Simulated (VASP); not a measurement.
Crystal: TlBr.

```
CELL_PARAMETERS angstrom
3.97752 0.00000 0.00000
0.00000 3.97752 0.00000
0.00000 0.00000 3.97752
ATOMIC_POSITIONS crystal
Tl 0.00000 0.00000 0.00000
Br 0.50000 0.50000 0.50000
```

```yaml
Program: VASP 6.6.1
Task: relaxation of cell and atoms
Functional: PBE
Potentials_or_basis: VASP PAW PBE potentials, release 64 (Tl_d, Br)
Cutoff: 600 eV
k_mesh: 5 × 5 × 5
Occupations: fermi-dirac, width 0.1 eV
Spin: no spin polarisation
```

At the start: pressure 1.3 GPa; volume 31.46 Å³/atom.

**Question.** How do energy, volume and symmetry change on relaxing?

**Answer.** Over 3 steps the energy falls by 6.6 meV/atom and the volume is 33.15 Å³/atom (+5.4 %); space group Pm-3m (No. 221, to 0.05 Å).

Step by step:
| step | energy change (eV) | largest force (eV/Å) | pressure (GPa) | volume (Å³) |
| --- | --- | --- | --- | --- |
| 1 | 0.0000 | 0.0000 | 1.26 | 62.93 |
| 2 | -0.0116 | 0.0000 | 0.39 | 65.20 |
| 3 | -0.0132 | 0.0000 | 0.04 | 66.30 |

Final structure:
```
Tl Br
1.0
     4.04732    0.00000    0.00000
     0.00000    4.04732    0.00000
     0.00000    0.00000    4.04732
Tl Br
1 1
Direct
  0.00000 0.00000 0.00000
  0.50000 0.50000 0.50000
```
